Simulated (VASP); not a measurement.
NiO in VASP: the effect of functional

Crystal: NiO.

```xyz
2
Lattice="0.0000 2.2406 2.2406 2.2406 0.0000 2.2406 2.2406 2.2406 0.0000" Properties=species:S:1:pos:R:3 pbc="T T T"
Ni    0.0000    0.0000    0.0000
O     3.3609    3.3609    3.3609
```

The cell was built by a generator and needn't be a form met in nature.

Alike in all runs:

```yaml
Program: VASP 6.6.1
Task: band structure
Cutoff: 520 eV
k_mesh: 7 × 7 × 7
Occupations: fermi-dirac, width 0.05 eV
Spin: collinear spin, ferromagnetic start
Starting_moments: "[1.0, 0.0] μB"
```

```tsv
functional	potentials or basis	moment (μB)
LDA	VASP PAW LDA potentials, release 64 (Ni, O)	?
PBEsol	VASP PAW PBE potentials, release 64 (Ni, O)	1.81
RPBE	VASP PAW PBE potentials, release 64 (Ni, O)	1.92
revPBE	VASP PAW PBE potentials, release 64 (Ni, O)	1.91
BLYP	VASP PAW PBE potentials, release 64 (Ni, O)	1.84
AM05	VASP PAW PBE potentials, release 64 (Ni, O)	1.79
PW91	VASP PAW PBE potentials, release 64 (Ni, O)	1.78
r2SCAN	VASP PAW PBE potentials, release 64 (Ni, O)	2.00
SCAN	VASP PAW PBE potentials, release 64 (Ni, O)	2.00
TPSS	VASP PAW PBE potentials, release 64 (Ni, O)	1.99
TB-mBJ	VASP PAW PBE potentials, release 64 (Ni, O)	2.00
```

Task: What does the run with functional LDA give?

Result: Moment 1.51 μB.

Caveats: a cell with one magnetic atom can't hold antiferromagnetic order, which such compounds often take.

Runs at the PBE level aren't shown here.
